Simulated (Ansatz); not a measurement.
# BeH2: the cost of one run

Method: DFT PBE, scalar-relativistic, plane waves, PAW, in Ansatz 0.2.0.

## Step 1: Starting point

Symmetry: Cmme, No. 67, orthorhombic system. Conventional cell: a = 6.630 Å, b = 8.136 Å, c = 4.734 Å, α = 90.00°, β = 90.00°, γ = 90.00°. Around Be (site symmetry m) lie 4 H at 1.19 to 1.23 Å. Be (site symmetry 222) has 4 H at 1.19 Å as nearest neighbours. H (site symmetry mm2) is surrounded by 2 Be at 1.19 Å. Around H (site symmetry 2/m) lie 2 Be at 1.23 Å. H (site symmetry 1) has 2 Be at 1.19 Å as nearest neighbours.

As a file:

```cif
data_structure
_symmetry_space_group_name_H-M 'P 1'
_symmetry_Int_Tables_number 1
_cell_length_a 5.2476
_cell_length_b 5.2476
_cell_length_c 4.7336
_cell_angle_alpha 90.000
_cell_angle_beta 90.000
_cell_angle_gamma 101.644
_cell_volume 127.67
loop_
_atom_site_label
_atom_site_type_symbol
_atom_site_fract_x
_atom_site_fract_y
_atom_site_fract_z
_atom_site_occupancy
Be1 Be 0.60400 0.39600 0.31018 1
Be2 Be 0.89600 0.10400 0.31018 1
Be3 Be 0.39600 0.60400 0.68982 1
Be4 Be 0.10400 0.89600 0.68982 1
Be5 Be 0.75000 0.75000 0.00000 1
Be6 Be 0.25000 0.25000 0.00000 1
H1 H 0.75000 0.25000 0.31018 1
H2 H 0.50000 0.50000 0.50000 1
H3 H 0.67700 0.57300 0.15509 1
H4 H 0.42700 0.32300 0.15509 1
H5 H 0.00000 0.00000 0.50000 1
H6 H 0.82300 0.92700 0.15509 1
H7 H 0.07300 0.17700 0.15509 1
H8 H 0.25000 0.75000 0.68982 1
H9 H 0.57300 0.67700 0.84491 1
H10 H 0.32300 0.42700 0.84491 1
H11 H 0.92700 0.82300 0.84491 1
H12 H 0.17700 0.07300 0.84491 1
```

The cell is invented: 4-connected net, bridging atoms on its edges (Cmme, No. 67). Its size is a rough estimate.

## Step 2: The guess as it stands, on a coarse mesh

The input, input.yaml:

```yaml
crystal:
  lattice:
    - [3.31506285, -4.06785178, 0.0]
    - [3.31506285, 4.06785178, 0.0]
    - [0.0, 0.0, 4.73360676]
  atoms:
    - { symbol: Be, position: [0.60399741, 0.39600259, 0.31018494] }
    - { symbol: Be, position: [0.89600259, 0.10399741, 0.31018494] }
    - { symbol: Be, position: [0.39600259, 0.60399741, 0.68981506] }
    - { symbol: Be, position: [0.10399741, 0.89600259, 0.68981506] }
    - { symbol: Be, position: [0.75, 0.75, 0.0] }
    - { symbol: Be, position: [0.25, 0.25, 0.0] }
    - { symbol: H, position: [0.75, 0.25, 0.31018494] }
    - { symbol: H, position: [0.5, 0.5, 0.5] }
    - { symbol: H, position: [0.67699871, 0.57300129, 0.15509247] }
    - { symbol: H, position: [0.42699871, 0.32300129, 0.15509247] }
    - { symbol: H, position: [0.0, 0.0, 0.5] }
    - { symbol: H, position: [0.82300129, 0.92699871, 0.15509247] }
    - { symbol: H, position: [0.07300129, 0.17699871, 0.15509247] }
    - { symbol: H, position: [0.25, 0.75, 0.68981506] }
    - { symbol: H, position: [0.57300129, 0.67699871, 0.84490753] }
    - { symbol: H, position: [0.32300129, 0.42699871, 0.84490753] }
    - { symbol: H, position: [0.92699871, 0.82300129, 0.84490753] }
    - { symbol: H, position: [0.17699871, 0.07300129, 0.84490753] }
basis:
  ecutwfc: 420
kpoints:
  mp_grid: { grid: [4, 4, 4] }
hamiltonian:
  xc: pbe
scf:
  occupations: { method: gaussian, width: 0.1 }
  lower_state_search: "off"
output:
  forces: true
  stress: true
  eigenvalues: true
```

Command:

```sh
$ ansatz run input.yaml --threads 1 --pin off --max-ram 2560MiB --backend cpu --events-out ev --progress --plain --runs-dir out
```

Q: Estimate wall time and peak memory on 1 thread of Intel Xeon 6975P-C (Granite Rapids), shared host.

About 1.9 s, with a peak of 0.42 GiB.
